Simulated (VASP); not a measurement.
## Ti: relaxation of cell and atoms with BLYP+D3(BJ)

The system is Ti.

```
Ti
1.0
    -1.64100    1.64100    1.64100
     1.64100   -1.64100    1.64100
     1.64100    1.64100   -1.64100
Ti
1
Direct
  0.00000 0.00000 0.00000
```

This isn't the form of Ti at room conditions, which is hcp.

```json
{
  "Program": "VASP 6.6.1",
  "Task": "relaxation of cell and atoms",
  "Functional": "BLYP",
  "Dispersion": "D3(BJ)",
  "Potentials or basis": "VASP PAW PBE potentials, release 64 (Ti_sv)",
  "Cutoff": "600 eV",
  "k mesh": "11 × 11 × 11",
  "Occupations": "fermi-dirac, width 0.05 eV",
  "Spin": "no spin polarisation",
  "Dipole correction": "no",
  "Further INCAR settings": "ALGO = Normal; EDIFF = 1e-07; IBRION = 2; EDIFFG = -0.005; NSW = 80; ISIF = 3"
}
```

* Relaxed volume: 15.29 Å³/atom
* Relaxed cell: a = 2.708 Å, b = 2.708 Å, c = 2.708 Å, α = 109.47°, β = 109.47°, γ = 109.47°
* Space group after relaxing (to 0.05 Å): Im-3m (No. 229)
* Energy gained by relaxing: 112.7 meV/atom
* Ionic steps: 6
* Pressure after relaxing: 0.0 GPa
* Band gap on the k mesh: none (metal or under the smearing width)
* Dispersion energy per atom: -1.625 eV

Step by step:
| step | energy change (eV) | largest force (eV/Å) | pressure (GPa) | volume (Å³) |
| --- | --- | --- | --- | --- |
| 1 | 0.0000 | 0.0000 | -13.65 | 17.68 |
| 2 | -0.0742 | 0.0000 | 10.86 | 14.10 |
| 3 | -0.1127 | 0.0000 | -0.10 | 15.30 |
| 4 | -0.1127 | 0.0000 | 0.31 | 15.25 |
| 5 | -0.1127 | 0.0000 | -0.18 | 15.31 |
| 6 | -0.1127 | 0.0000 | -0.03 | 15.29 |

Final structure:
```
CELL_PARAMETERS angstrom
-1.56364 1.56364 1.56364
1.56364 -1.56364 1.56364
1.56364 1.56364 -1.56364
ATOMIC_POSITIONS crystal
Ti 0.00000 0.00000 0.00000
```

Levels at points of the mesh, in eV from the Fermi level:
```csv
k point,band 2,band 3,band 4,band 5,band 6,band 7,band 8,band 9,band 10
"(0.00, 0.00, 0.00)",-31.91,-31.91,-31.91,-5.96,1.04,1.04,1.04,3.07,3.07
```

It took 46 s on 1 thread of Intel(R) Xeon(R) Platinum 8559C (Emerald Rapids), on a shared host, peak memory 0.16 GiB.

Caveat: the PAW data sets were made with another functional, which shifts forces and pressure a little; the volume moved by -13 % from the deposited cell, more than functionals usually miss; pairwise dispersion overbinds metals, which lowers pressure and volume.
